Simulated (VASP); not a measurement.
# TePb (Fm-3m) in VASP: notebook, part 2 of 2

VASP 6.6.1. Earlier steps stand in the parts before.

## (4) Relaxation of cell and atoms, revPBE+D3

The input, INCAR:

```
SYSTEM = TePb
PREC = Accurate
ENCUT = 600
EDIFF = 1E-7
ISMEAR = -1
SIGMA = 0.05
LREAL = .False.
LASPH = .True.
NELM = 60
ALGO = Normal
ISIF = 3
LWAVE = .False.
LCHARG = .False.
GGA = RE
IVDW = 11
IBRION = 2
NSW = 40
EDIFFG = -0.02
```

The input, KPOINTS:

```
Automatic mesh
0
Gamma
  7 7 7
  0 0 0
```

The input, POSCAR:

```
TePb
1.0
    0.0000000000      3.2310000000      3.2310000000
    3.2310000000      0.0000000000      3.2310000000
    3.2310000000      3.2310000000      0.0000000000
Pb Te
1 1
Direct
    0.0000000000      0.0000000000      0.0000000000
    0.5000000000      0.5000000000      0.5000000000
```

The run is started by

```sh
$ cat potpaw_PBE.64/Pb_d/POTCAR potpaw_PBE.64/Te/POTCAR > POTCAR
$ mpirun -np 1 vasp_std > vasp.out
```

Wall time 40 s (1 thread of Intel Xeon 6975P-C (Granite Rapids), shared host); peak memory 0.25 GiB.

The run converged. Its results:

* Free energy: -7.8652 eV
* Relaxed volume: 34.89 Å³/atom
* Relaxed cell: a = 4.621 Å, b = 4.621 Å, c = 4.621 Å, α = 60.00°, β = 60.00°, γ = 60.00°
* Space group after relaxing (to 0.05 Å): Fm-3m (No. 225)
* Energy gained by relaxing: 4.8 meV/atom
* Ionic steps: 3
* Pressure after relaxing: 0.0 GPa
* Dispersion energy per atom: -0.476 eV

Step by step:
```csv
step,energy change (eV),largest force (eV/Å),pressure (GPa),volume (Å³)
1,0.0000,0.0000,1.40,67.46
2,-0.0090,0.0000,-0.27,70.37
3,-0.0095,0.0000,0.00,69.78
```

Final structure:
```
Pb Te
1.0
     0.00000    3.26770    3.26770
     3.26770    0.00000    3.26770
     3.26770    3.26770    0.00000
Pb Te
1 1
Direct
  0.00000 0.00000 0.00000
  0.50000 0.50000 0.50000
```

Levels at points of the mesh, in eV from the Fermi level:
```csv
k point,band 7,band 8,band 9,band 10,band 11,band 12,band 13,band 14
"(0.00, 0.00, 0.00)",-6.12,-1.69,-1.69,-1.69,3.60,3.60,3.60,5.43
```

Caveat: this odd mesh misses L, where the gap lies, so gap, dielectric constants and Born charges aren't listed; the PAW data sets were made with another functional, which shifts forces and pressure a little. The run has no spin-orbit coupling, so splittings on Pb, Te are missing.

## (5) Relaxation of cell and atoms, revPBE+D3(BJ)

The input, INCAR:

```
SYSTEM = TePb
ALGO = Normal
EDIFF = 1E-6
EDIFFG = -0.02
ENCUT = 600
GGA = RE
IBRION = 2
ISIF = 3
ISMEAR = -1
IVDW = 12
LASPH = .True.
LCHARG = .False.
LREAL = .False.
LWAVE = .False.
NELM = 80
NSW = 40
PREC = Accurate
SIGMA = 0.05
```

The input, KPOINTS:

```
k-points
0
Gamma
  7 7 7
  0 0 0
```

POSCAR is that of step 4.

The run is started by

```sh
$ cat potpaw_PBE.64/Pb_d/POTCAR potpaw_PBE.64/Te/POTCAR > POTCAR
$ mpirun -np 1 vasp_std > vasp.out
```

Wall time 29 s (1 thread of Intel Xeon 6975P-C (Granite Rapids), shared host); peak memory 0.25 GiB.

It converged, with:

```yaml
Free_energy: -8.3655 eV
Relaxed_volume: 33.36 Å³/atom
Relaxed_cell: a = 4.553 Å, b = 4.553 Å, c = 4.553 Å, α = 60.00°, β = 60.00°, γ = 60.00°
Space_group_after_relaxing_to_0.05_Å: Fm-3m (No. 225)
Energy_gained_by_relaxing: 0.6 meV/atom
Ionic_steps: 3
Pressure_after_relaxing: 0.0 GPa
Dispersion_energy_per_atom: -0.751 eV
```

The path:
```csv
step,energy change (eV),largest force (eV/Å),pressure (GPa),volume (Å³)
1,0.0000,0.0000,-0.50,67.46
2,-0.0010,0.0000,0.20,66.44
3,-0.0011,0.0000,-0.01,66.72
```

Final structure:
```xyz
2
Lattice="0.0000 3.2192 3.2192 3.2192 0.0000 3.2192 3.2192 3.2192 0.0000" Properties=species:S:1:pos:R:3 pbc="T T T"
Pb    0.0000    0.0000    0.0000
Te    3.2192    3.2192    3.2192
```

Levels at points of the mesh, in eV from the Fermi level:
```csv
k point,band 7,band 8,band 9,band 10,band 11,band 12,band 13,band 14
"(0.00, 0.00, 0.00)",-5.96,-1.82,-1.82,-1.82,3.69,3.69,3.69,5.36
```

Caveat: this odd mesh misses L, where the gap lies, so gap, dielectric constants and Born charges aren't listed; the PAW data sets were made with another functional, which shifts forces and pressure a little.

## (6) Relaxation of cell and atoms, revPBE+D4

The input, INCAR:

```
PREC = Accurate
ENCUT = 600
EDIFF = 1E-6
ISMEAR = -1
SIGMA = 0.05
LREAL = False
LASPH = True
NELM = 80
ALGO = Normal
ISIF = 3
LWAVE = False
LCHARG = False
GGA = RE
IVDW = 13
IBRION = 2
NSW = 40
EDIFFG = -0.01
```

The input, KPOINTS:

```
Automatic mesh
0
Gamma
  7 7 7
```

POSCAR is that of step 5.

Potentials or basis: VASP PAW PBE potentials, release 64 (Pb_d, Te).

The run is started by

```sh
$ cat potpaw_PBE.64/Pb_d/POTCAR potpaw_PBE.64/Te/POTCAR > POTCAR
$ mpirun -np 1 vasp_std > vasp.out
```

Run time: 21 s. Hardware: 1 thread of Intel Xeon 6975P-C (Granite Rapids), shared host; peak memory 0.24 GiB.

It converged, with:

| Property | Result |
| --- | --- |
| Free energy | -8.1858 eV |
| Relaxed volume | 33.88 Å³/atom |
| Relaxed cell | a = 4.576 Å, b = 4.576 Å, c = 4.576 Å, α = 60.00°, β = 60.00°, γ = 60.00° |
| Space group after relaxing (to 0.05 Å) | Fm-3m (No. 225) |
| Energy gained by relaxing | 0.1 meV/atom |
| Ionic steps | 2 |
| Pressure after relaxing | 0.0 GPa |
| Dispersion energy per atom | -0.651 eV |

The path:
```tsv
step	energy change (eV)	largest force (eV/Å)	pressure (GPa)	volume (Å³)
1	0.0000	0.0000	0.14	67.46
2	-0.0001	0.0000	-0.01	67.75
```

Final structure:
```xyz
2
Lattice="0.0000 3.2357 3.2357 3.2357 0.0000 3.2357 3.2357 3.2357 0.0000" Properties=species:S:1:pos:R:3 pbc="T T T"
Pb    3.2357    0.0000    3.2357
Te    3.2357    3.2357    3.2357
```

Levels at points of the mesh, in eV from the Fermi level:
```tsv
k point	band 8	band 9	band 10	band 11	band 12	band 13
(0.00, 0.00, 0.00)	-1.77	-1.77	-1.77	3.66	3.66	3.66
```

Caveat: this odd mesh misses L, where the gap lies, so gap, dielectric constants and Born charges aren't listed; the PAW data sets were made with another functional, which shifts forces and pressure a little. Zero-point motion and thermal expansion aren't in these numbers.

## (7) Summary

| level | pressure (GPa) | relaxed volume (Å³/atom) |
| --- | --- | --- |
| RPBE+D3(BJ) | 0.0 | 26.96 |
| RPBE+D4 | 0.0 | 33.71 |
| revPBE+D3 | 0.0 | 34.89 |
| revPBE+D3(BJ) | 0.0 | 33.36 |
| revPBE+D4 | 0.0 | 33.88 |

Alike in all rows: task relaxation of cell and atoms; potentials or basis VASP PAW PBE potentials, release 64 (Pb_d, Te); no spin polarisation; cell relaxed; k mesh 7 × 7 × 7; cutoff (eV) 600; smearing fermi-dirac 0.05 eV.

Caveats: the PAW data sets were made with another functional, which shifts forces and pressure a little; the volume moved by over 15 % at a fixed basis, so the end points are rough (some runs); the volume moved by -20 % from the deposited cell, more than functionals usually miss (some runs).

Absolute energies hang on the potentials; compare differences alone.
